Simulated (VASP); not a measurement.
Write the native input for VASP 6.6.1 that does the following.

| Property | Result |
| --- | --- |
| Task | relaxation of cell and atoms |
| Functional | PBEsol |
| Potentials or basis | VASP PAW PBE potentials, release 64 (Ca_sv, Se) |
| Cutoff | 600 eV |
| k mesh | 8 × 8 × 8 |
| Occupations | gaussian, width 0.02 eV |
| Spin | no spin polarisation |
| Further INCAR settings | ALGO = Normal; EDIFF = 1e-07; IBRION = 2; EDIFFG = -0.005; NSW = 40; ISIF = 3 |

The structure of CaSe lies in POSCAR:

```
CaSe
1.0
    0.0000000000      2.9450000000      2.9450000000
    2.9450000000      0.0000000000      2.9450000000
    2.9450000000      2.9450000000      0.0000000000
Ca Se
1 1
Direct
    0.0000000000      0.0000000000      0.0000000000
    0.5000000000      0.5000000000      0.5000000000
```

The cell was built by a generator and needn't be a form met in nature.

The input as run:

INCAR

```
  PREC = Accurate
  ENCUT = 600
  EDIFF = 1E-7
  ISMEAR = 0
  SIGMA = 0.02
  LREAL = F
  LASPH = T
  NELM = 120
  ALGO = Normal
  ISIF = 3
  LWAVE = F
  LCHARG = F
  GGA = PS
  IBRION = 2
  NSW = 40
  EDIFFG = -0.005
```

KPOINTS

```
regular mesh
0
Gamma
  8 8 8
```

Potentials or basis: VASP PAW PBE potentials, release 64 (Ca_sv, Se).

The run is started by

```sh
$ cat potpaw_PBE.64/Ca_sv/POTCAR potpaw_PBE.64/Se/POTCAR > POTCAR
$ mpirun -np 1 vasp_std > vasp.out
```

Results of the run:

```json
{
  "Relaxed volume": "25.37 Å³/atom",
  "Relaxed cell": "a = 4.156 Å, b = 4.156 Å, c = 4.156 Å, α = 60.00°, β = 60.00°, γ = 60.00°",
  "Space group after relaxing (to 0.05 Å)": "Fm-3m (No. 225)",
  "Energy gained by relaxing": "0.2 meV/atom",
  "Ionic steps": "3",
  "Pressure after relaxing": "0.0 GPa",
  "Band gap on the k mesh": "1.88 eV, indirect (least direct gap 2.84 eV)"
}
```

Caveat: the PAW data sets were made with another functional, which shifts forces and pressure a little.

Run time: 26 s on 1 thread of Intel(R) Xeon(R) 6975P-C (Granite Rapids), with other jobs on the host, peak memory 0.21 GiB.
